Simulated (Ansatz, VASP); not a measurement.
**Ru in VASP and in Ansatz**

```xyz
2
Lattice="2.7449 0.0000 0.0000 -1.3724 2.3771 0.0000 0.0000 0.0000 4.4099" Properties=species:S:1:pos:R:3 pbc="T T T"
Ru    0.0000    1.5847    1.1025
Ru    1.3724    0.7924    3.3074
```

Alike in both runs: task single point; functional PBEsol; k mesh 21 × 21 × 12; occupations gaussian, width 0.15 eV; no spin polarisation.

```csv
,VASP,Ansatz
version,VASP 6.6.1,Ansatz 0.2.0
potentials or method,"VASP PAW PBE potentials, release 64 (Ru_pv)","scalar-relativistic, plane waves, PAW"
plane-wave cutoff (eV),520,420
valence electrons in the cell,28,32
```

```tsv
	VASP	Ansatz	Ansatz less VASP
gap on the k mesh at the Fermi level (eV)	none	none	-
pressure (GPa)	-22.4	-22.3	+0.12
largest component of the traceless stress (GPa)	5.31	5.32	+0.007
```

A gap of «none» marks a metal or a gap that the smearing closes. The two sets of potentials don't hold the same shells in valence. Ansatz warned: «pseudo_functional_mismatch».

Caveats: so large a pressure means that the cell lies far from this level's equilibrium, or that cutoff or potentials fall short (VASP); the potentials were made for another functional, which shifts forces and pressure (VASP).
